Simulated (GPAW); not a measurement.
# MgO (Fm-3m) in GPAW: further runs

The runs below take MgO through one-shot levels of the hybrid HSE06, equation of state, with PBE, LDA, PBE+D3, PBE+D3(BJ), r2SCAN.

Everything below comes from runs of GPAW 26.7.0. Logs are shortened: lines on timing, memory, paths and dates and some standing lists are left out, and cuts for length are marked. The log counts tension as positive stress, the text compression.

**Measured values to compare with.**

“Electronic structure of alkaline earth and post-transition metal oxides”, 2009, arxiv:0908.1581 quotes, for a bulk crystal of MgO: band gap 7.83 eV.

The results are compared with them further down.

## 1. Starting point

Symmetry: Fm-3m, No. 225, cubic system. Conventional cell: a = 4.194 Å, b = 4.194 Å, c = 4.194 Å, α = 90.00°, β = 90.00°, γ = 90.00°. Mg (site symmetry m-3m) has 6 O at 2.10 Å as nearest neighbours. O (site symmetry m-3m) has 6 Mg at 2.10 Å as nearest neighbours.

The cell is a database's computed one.

## 2. One-shot levels of the hybrid HSE06, PBE

The input, run.py:

```python
import numpy as np
from ase.dft.bandgap import bandgap
from ase.io import read, write
from ase.units import GPa
from gpaw import GPAW, PW
from gpaw.hybrids import NonSelfConsistentHybridXCCalculator
from gpaw.hybrids.energy import non_self_consistent_energy

atoms = read('POSCAR')

calc = GPAW(mode=PW(600),
            xc='PBE',
            kpts={'size': (7, 7, 7), 'gamma': True},
            occupations={'name': 'fermi-dirac', 'width': 0.05},
            nbands=18,
            convergence={'density': 1e-05, 'energy': 1e-05, 'bands': 14, 'eigenstates': 1e-07},
            maxiter=150,
            txt='gpaw.txt')
atoms.calc = calc
energy = atoms.get_potential_energy()
forces = atoms.get_forces()
stress = atoms.get_stress()
calc.write('gs.gpw')
write('result.traj', atoms)
print(f'Energy: {energy:.6f} eV')
print('Forces (eV/A):')
print(forces.round(4))
print('Stress (GPa):', (stress / GPa).round(3))
print('Fermi level:', round(calc.get_fermi_level(), 4), 'eV')
print(f'Gap: {bandgap(calc)[0]:.4f} eV, direct: {bandgap(calc, direct=True)[0]:.4f} eV')

for xc in ['HSE06', 'EXX', 'PBE0']:
    e = non_self_consistent_energy(calc, xc).sum()
    print(f'{xc} energy on these orbitals: {e:.6f} eV')
    nsc = NonSelfConsistentHybridXCCalculator.from_dft_calculation(
        calc.dft, xc, log=f'levels-{xc}.txt')
    dft_skn, hyb_skn = nsc.calculate(calc.dft.ibzwfs, 0, 14)
    np.savetxt(f'levels-{xc}.dat', hyb_skn.reshape((-1, hyb_skn.shape[-1])), fmt='%.4f')
```

The input, POSCAR:

```
MgO
1.0
    0.0000000000      2.0970013927      2.0970013927
    2.0970013927      0.0000000000      2.0970013927
    2.0970013927      2.0970013927      0.0000000000
Mg O
1 1
Direct
    0.0000000000      0.0000000000      0.0000000000
    0.5000000000      0.5000000000      0.5000000000
```

Potentials or basis: GPAW PAW data sets (gpaw-data 1.2.1), pw.

On the command line:

```
> OMP_NUM_THREADS=1 python run.py
```

gpaw.txt:

```text
__  _  _
 | _ |_)|_||  |
 |__||  | ||/\| - 26.7.0

Input parameters:
  mode=PW(ecut=600.0),
  convergence={'density': 1e-05, 'energy': 1e-05, 'bands': 14, 'eigenstates': 1e-07},
  kpts=MonkhorstPack(size=(7, 7, 7), gamma=True),
  maxiter=150,
  nbands=18,
  occupations=Occupations(name='fermi-dirac', width=0.05),
  xc=XC(name='PBE')

Diagonalizing LCAO Hamiltonian
Converting LCAO to pw mode

              O

       Mg

Atoms  # Å, Bohr magnetons
|   | symbol |        x |        y |        z |    initial magnetic moments |
|---|--------|----------|----------|----------|-----------------------------|
| 0 |     Mg | 0.000000 | 0.000000 | 0.000000 | ( 0.0000,  0.0000,  0.0000) |
| 1 |      O | 2.097001 | 2.097001 | 2.097001 | ( 0.0000,  0.0000,  0.0000) |

Unit cell  # Å
| periodic |        x |        y |        z |  lengths |    angles |
|----------|----------|----------|----------|----------|-----------|
|      yes | 0.000000 | 2.097001 | 2.097001 | 2.965608 | 60.000000 |
|      yes | 2.097001 | 0.000000 | 2.097001 | 2.965608 | 60.000000 |
|      yes | 2.097001 | 2.097001 | 0.000000 | 2.965608 | 60.000000 |

Number of symmetries: 48
Symmetry operations  # r_c * U_cc + t_c -> r_c
|    | kind |            matrix            |
|----|------|------------------------------|
|  0 |  σ   |  1, 0, 0,  1, 0,-1,  1,-1, 0 |
|  1 |  C2  |  1, 0, 0,  1,-1, 0,  1, 0,-1 |
|  2 |  E   |  1, 0, 0,  0, 1, 0,  0, 0, 1 |
|  3 |  σ   |  1, 0, 0,  0, 0, 1,  0, 1, 0 |
|  4 |  C4  |  1, 0,-1,  1, 0, 0,  1,-1, 0 |
|  5 |  S6  |  1, 0,-1,  1,-1, 0,  1, 0, 0 |
|  6 |  σ   |  1, 0,-1,  0, 1,-1,  0, 0,-1 |
|  7 |  C3  |  1, 0,-1,  0, 0,-1,  0, 1,-1 |
|  8 |  S6  |  1,-1, 0,  1, 0, 0,  1, 0,-1 |
|  9 |  C4  |  1,-1, 0,  1, 0,-1,  1, 0, 0 |
| 10 |  C3  |  1,-1, 0,  0,-1, 1,  0,-1, 0 |
| 11 |  σ   |  1,-1, 0,  0,-1, 0,  0,-1, 1 |
| 12 |  σ   |  0, 1, 0,  1, 0, 0,  0, 0, 1 |
| 13 |  C4  |  0, 1, 0,  0, 1,-1, -1, 1, 0 |
| 14 |  C3  |  0, 1, 0,  0, 0, 1,  1, 0, 0 |
| 15 |  S6  |  0, 1, 0, -1, 1, 0,  0, 1,-1 |
| 16 |  C2  |  0, 1,-1,  1, 0,-1,  0, 0,-1 |
| 17 |  σ   |  0, 1,-1,  0, 1, 0, -1, 1, 0 |
| 18 |  S4  |  0, 1,-1,  0, 0,-1,  1, 0,-1 |
| 19 |  C4  |  0, 1,-1, -1, 1, 0,  0, 1, 0 |
| 20 |  C3  |  0, 0, 1,  1, 0, 0,  0, 1, 0 |
| 21 |  σ   |  0, 0, 1,  0, 1, 0,  1, 0, 0 |
| 22 |  S6  |  0, 0, 1,  0,-1, 1, -1, 0, 1 |
| 23 |  C4  |  0, 0, 1, -1, 0, 1,  0,-1, 1 |
| 24 |  S4  |  0, 0,-1,  1, 0,-1,  0, 1,-1 |
| 25 |  C3  |  0, 0,-1,  0, 1,-1,  1, 0,-1 |
| 26 |  C2  |  0, 0,-1,  0,-1, 0, -1, 0, 0 |
| 27 |  S6  |  0, 0,-1, -1, 0, 0,  0,-1, 0 |
| 28 |  S4  |  0,-1, 1,  1,-1, 0,  0,-1, 0 |
| 29 |  C4  |  0,-1, 1,  0, 0, 1, -1, 0, 1 |
| 30 |  C2  |  0,-1, 1,  0,-1, 0,  1,-1, 0 |
| 31 |  σ   |  0,-1, 1, -1, 0, 1,  0, 0, 1 |
| 32 |  C3  |  0,-1, 0,  1,-1, 0,  0,-1, 1 |
| 33 |  S6  |  0,-1, 0,  0, 0,-1, -1, 0, 0 |
| 34 |  S4  |  0,-1, 0,  0,-1, 1,  1,-1, 0 |
| 35 |  C2  |  0,-1, 0, -1, 0, 0,  0, 0,-1 |
| 36 |  C2  | -1, 1, 0,  0, 1, 0,  0, 1,-1 |
| 37 |  S6  | -1, 1, 0,  0, 1,-1,  0, 1, 0 |
| 38 |  S4  | -1, 1, 0, -1, 0, 1, -1, 0, 0 |
| 39 |  C3  | -1, 1, 0, -1, 0, 0, -1, 0, 1 |
| 40 |  S6  | -1, 0, 1,  0, 0, 1,  0,-1, 1 |
| 41 |  C2  | -1, 0, 1,  0,-1, 1,  0, 0, 1 |
[... 63 lines left out ...]
      lmax: 2
    cutoffs:
      filter: 1.86  # [Å]
      core: 0.54  # [Å]
    projectors
    | kind |    occ | energy [eV] | rcut [Å] |
    |------|--------|-------------|----------|
    |   2s |  2.000 |     -79.840 |    1.090 |
    |   3s |  2.000 |      -4.705 |    1.090 |
    |   2p |  6.000 |     -46.613 |    1.085 |
    |   3p |  0.000 |      -1.330 |    1.085 |
    |    d |        |       0.000 |    1.037 |

    Using partial waves for Mg as LCAO basis

  O:
    name:    Oxygen
    Z:       8.0
    valence: 6
    core:    2
    charge:  0.0  # [|e|]
    compensation charges:
      type: gauss
      rc: 0.21  # [Å]
      lmax: 2
    cutoffs:
      filter: 1.17  # [Å]
      core: 0.83  # [Å]
    projectors
    | kind |    occ | energy [eV] | rcut [Å] |
    |------|--------|-------------|----------|
    |   2s |  2.000 |     -23.961 |    0.688 |
    |   2p |  4.000 |      -9.029 |    0.598 |
    |    s |        |       3.251 |    0.688 |
    |    p |        |      18.182 |    0.598 |
    |    d |        |       0.000 |    0.619 |

    Using partial waves for O as LCAO basis

Reference energy: -7490.497190  # eV

eigensolver:
  PPCG
  Converge bands: 14
  niter=2

density mixing:
  MSR1-Mixer
  Pratt-step length: 0.05
  Maximum mixing coefficient: 0.75
  Old densities: 10
  SVD Regularization: 0.005
  Good broyden scale: 1.0
  Trust region scale: 1.0
  Backstep threshold: 4.0
  History deletion threshold: 6.0
  Fourier metric: weight=20.0, sigma=0.015

occupation numbers:
  Fermi-Dirac:
    width: 0.0500  # eV

poisson solver:
  ecut: 4800.0  # eV

xc functional:
  name: PBE with 2 nearest neighbor stencil

convergence criteria:
- Maximum integral of absolute [dens]ity change: 1e-05 electrons / valence electron
- Maximum [total energy] change in last 3 cyles: 1e-05 eV / valence electron
- Maximum integral of absolute [eigenst]ate change: 1e-07 eV^2 / valence electron
maximum number of iterations: 150

SCF iterations
|iter     | |      energy | eigst |  dens |
|---------|-|-------------|-------|-------|
|iter:   1| |  -13.415748 | +2.30 |       |
|iter:   2| |  -13.065129 | +0.63 | -0.99 |
|iter:   3| |  -12.101599 | -0.97 | -1.04 |
|iter:   4| |  -12.106643 | -2.80 | -1.59 |
|iter:   5| |  -12.111849 | -2.71 | -1.85 |
|iter:   6| |  -12.111909 | -5.09 | -3.02 |
|iter:   7| |  -12.111927c| -5.81 | -3.39 |
|iter:   8| |  -12.111927c| -7.66c| -4.39 |
|iter:   9| |  -12.111927c| -7.63c| -5.19c|

Converged in 9 steps
Energy contributions relative to reference atoms: (reference = -7490.497190)

Energy contributions:
  Kinetic:          12.540238
  Coulomb:         -10.346660
  Zero:              0.109964
  External:          0.000000
  Xc:              -14.415469
  Entropy:          -0.000000
  Spinorbit:         0.000000
  ----------------------------
  Free energy:     -12.111927
  Extrapolated:    -12.111927

dipole moment: (-6.014528, -6.014528, -6.014528)  # |e|*Ang

Fermi level: 5.990
Eigenvalues  # (at kpt = [0.000, 0.000, 0.000])
| band index |      eig [eV] | occ [0-2] |
|------------|---------------|-----------|
|          0 |       -67.345 |     2.000 |
|          1 |       -34.089 |     2.000 |
|          2 |       -34.089 |     2.000 |
|          3 |       -34.089 |     2.000 |
|          4 |       -12.282 |     2.000 |
|          5 |         5.013 |     2.000 |
[... 8 lines left out ...]
|         14 |        26.674 |     0.000 |
|         15 |        29.621 |     0.000 |
|        ... |               |           |
|         17 |        29.621 |     0.000 |

Gap: 4.886 eV
Transition (v -> c):
  (s=0, k=0, n=7, [0.00, 0.00, 0.00]) -> (s=0, k=0, n=8, [0.00, 0.00, 0.00])
No difference between direct/indirect transitions

Forces  # eV/Ang
|       x |        y |        z |
|---------|----------|----------|
| 0.00000 | -0.00000 | -0.00000 |  # Mg   0
| 0.00000 |  0.00000 |  0.00000 |  # O    1

Stress tensor  # eV/Ang^3
|         x |         y |         z |
|-----------|-----------|-----------|
| -0.012311 |  0.000000 |  0.000000 |
|  0.000000 | -0.012311 |  0.000000 |
|  0.000000 |  0.000000 | -0.012311 |

# Writing to gs.gpw (mode='')
```

levels-HSE06.txt:

```text
IBZ(<points: 20, symmetries: 48>)
Occupied bands: 8
Calculating eigenvalues:
  k-points: 20
  Bands: 0-13 (inclusive)
HSE06-eigenvalue shifts:
  min: -5.621 eV
  ave: -1.369 eV
  max: 1.221 eV
```

Run time: 23 min. Hardware: 1 thread of Arm Neoverse V1, shared host; peak memory 0.68 GiB.

Results:

| Property | Result |
| --- | --- |
| Free energy | -12.1119 eV |
| Pressure | 2.0 GPa |
| Band gap on the k mesh | 4.89 eV, direct |
| Band gap of the one-shot hybrid | 6.64 eV |
| Direct band gap of the one-shot hybrid | 6.64 eV |

Levels at points of the mesh, in eV from the valence-band top:
| k point | band 4 | band 5 | band 6 | band 7 | band 8 | band 9 | band 10 | band 11 | band 12 | band 13 |
| --- | --- | --- | --- | --- | --- | --- | --- | --- | --- | --- |
| (0.00, 0.00, 0.00) | -39.10 | -17.29 | 0.00 | 0.00 | 0.00 | 4.89 | 15.90 | 15.90 | 15.90 | 19.81 |

Band gaps from one-shot exact exchange on these states (eV): hse06 6.64, hf 15.06, pbe0 7.32

Caveat: the k mesh is coarse; the cutoff is short for stress and forces, so pressures can be off by a GPa or more; energy and the plain gap are those of the semilocal run; the hybrids' values are one shot on its orbitals and mesh.

## 3. Equation of state, LDA

The input, run.py:

```python
from ase import Atoms
from ase.eos import EquationOfState
from ase.io import Trajectory
from ase.units import GPa
from gpaw import GPAW, PW

atoms = Atoms(['Mg', 'O'],
              cell=[[0.0, 2.0970013927, 2.0970013927],
                    [2.0970013927, 0.0, 2.0970013927],
                    [2.0970013927, 2.0970013927, 0.0]],
              scaled_positions=[[0.0, 0.0, 0.0],
                                [0.5, 0.5, 0.5]],
              pbc=True)

traj = Trajectory('eos.traj', 'w')
volumes, energies = [], []
for x in [0.94, 0.96, 0.98, 1.0, 1.02, 1.04, 1.06]:
    a = atoms.copy()
    a.set_cell(atoms.cell * x**(1 / 3), scale_atoms=True)
    calc = GPAW(mode=PW(800),
                xc='LDA',
                kpts={'size': (9, 9, 9), 'gamma': True},
                occupations={'name': 'fermi-dirac', 'width': 0.05},
                setups={'Mg': '2'},
                nbands=-8,
                convergence={'density': 1e-05, 'energy': 1e-05},
                maxiter=150,
                txt=f'eos-{x:.2f}.txt')
    a.calc = calc
    energies.append(a.get_potential_energy(force_consistent=True))
    volumes.append(a.get_volume())
    p = -a.get_stress()[:3].mean() / GPa
    calc.write(f'eos-{x:.2f}.gpw')
    traj.write(a)
    print(f'{x:.2f} {volumes[-1]:10.4f} A^3 {energies[-1]:14.6f} eV {p:9.3f} GPa', flush=True)

v0, e0, B = EquationOfState(volumes, energies, eos='birchmurnaghan').fit()
print(f'V0 = {v0:.4f} A^3, E0 = {e0:.6f} eV, B0 = {B / GPa:.2f} GPa')
```

Potentials or basis: the program's PAW data sets (release 1.2.1) made for this functional, other valence, pw.

On the command line:

```
> OMP_NUM_THREADS=1 python run.py
```

Wall time 44 s (1 thread of Arm Neoverse V1, shared host); peak memory 0.2 GiB.

The run converged. Its results:

```
Equilibrium volume                      : 9.20 Å³/atom
Bulk modulus                            : 173 GPa
Pressure derivative of the bulk modulus : 4.3
```

Energy against volume, from the lowest point:
| volume (Å³/atom) | energy (meV/atom) |
| --- | --- |
| 8.668 | 18.15 |
| 8.853 | 7.41 |
| 9.037 | 1.51 |
| 9.221 | 0.00 |
| 9.406 | 2.42 |
| 9.590 | 8.38 |
| 9.775 | 17.52 |

## 4. Equation of state, PBE+D3

Changes to run.py since step 3:

```diff
@@ -1,2 +1,3 @@
 from ase import Atoms
+from ase.calculators.mixing import SumCalculator
 from ase.eos import EquationOfState
@@ -4,2 +5,3 @@
 from ase.units import GPa
+from dftd3.ase import DFTD3
 from gpaw import GPAW, PW
@@ -20,7 +22,6 @@
     calc = GPAW(mode=PW(800),
-                xc='LDA',
+                xc='PBE',
                 kpts={'size': (9, 9, 9), 'gamma': True},
                 occupations={'name': 'fermi-dirac', 'width': 0.05},
-                setups={'Mg': '2'},
-                nbands=-8,
+                nbands=16,
                 convergence={'density': 1e-05, 'energy': 1e-05},
@@ -28,4 +29,4 @@
                 txt=f'eos-{x:.2f}.txt')
-    a.calc = calc
-    energies.append(a.get_potential_energy(force_consistent=True))
+    a.calc = SumCalculator([calc, DFTD3(method='pbe', damping='d3zero')])
+    energies.append(a.get_potential_energy())
     volumes.append(a.get_volume())
```

Potentials or basis: GPAW PAW data sets (gpaw-data 1.2.1), pw.

On the command line:

```
> OMP_NUM_THREADS=1 python run.py
```

Run time: 64 s. Hardware: 1 thread of Arm Neoverse V1, shared host; peak memory 0.19 GiB.

Results (log left out):

* Equilibrium volume: 9.37 Å³/atom
* Bulk modulus: 159 GPa
* Pressure derivative of the bulk modulus: 4.3

Energy against volume, from the lowest point:
```csv
volume (Å³/atom),energy (meV/atom)
8.668,29.81
8.853,15.57
9.037,6.16
9.221,1.12
9.406,0.00
9.590,2.41
9.775,7.99
```

[end of part 1 of 2]
